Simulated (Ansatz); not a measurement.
**SnO2 in Ansatz: the effect of strain**

Crystal: SnO2.

```
Sn O
1.0
     1.63326    0.94297    4.80059
    -1.63326    0.94297    4.80059
     0.00000   -1.88593    4.80059
Sn O
1 2
Direct
  0.50000 0.50000 0.50000
  0.76283 0.76283 0.76283
  0.23717 0.23717 0.23717
```

Measurements of this composition are mostly on another form, of space group No. 136.

The cell isn't the ideal one: strained by +1 %.

Alike in all runs:

```yaml
Program: Ansatz 0.2.0
Task: single point
Functional: PBE
Potentials_or_basis: Ansatz PAW
Cutoff: "420 eV (not typed: the program's choice for these potentials)"
k_mesh: 10 × 10 × 10
Occupations: fermi-dirac, width 0.05 eV
Spin: no spin polarisation
```

```tsv
strain	gap on the mesh (eV)	pressure (GPa)	largest force (eV/Å)
0.01	1.75	-3.7	0.30
0.02	?	?	?
0.04	1.20	-11.3	0.71
```

**Question.** What does the run with strain 0.02 give?

**Answer.** gap on the mesh 1.56 eV; pressure -6.6 GPa; largest force 0.46 eV/Å.

Caveats: spin-orbit coupling is left out, which moves the levels of the heavy elements.

A k mesh can miss the band edges.
